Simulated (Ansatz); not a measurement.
The system is Bi.

```
Bi
1.0
    -1.98143    1.98143    1.98143
     1.98143   -1.98143    1.98143
     1.98143    1.98143   -1.98143
Bi
1
Direct
  0.00000 0.00000 0.00000
```

This isn't the form of Bi at room conditions, which is rhombohedral.

Base run:

* Program: Ansatz 0.2.0
* Functional: PBEsol
* Potentials or basis: all-electron LAPW, scalar-relativistic
* Cutoff: 159 eV
* Density cutoff: 638 eV
* Basis error allowed: 0.001 eV/atom
* k mesh: 9 × 9 × 9
* Occupations: fermi-dirac, width 0.05 eV
* Spin: no spin polarisation

Its results: band gap on the k mesh none (metal or under the smearing width); pressure -2.0 GPa.

Question: The run is repeated on the same cell with these changes: functional from PBEsol to LDA; occupations from fermi-dirac, width 0.05 eV to gaussian, width 0.05 eV. What comes out?

Answer: Band gap on the k mesh none (metal or under the smearing width); pressure -3.3 GPa.

Caveats: spin-orbit coupling is left out, which moves the levels of the heavy elements.

Not every run made on this cell is shown here.
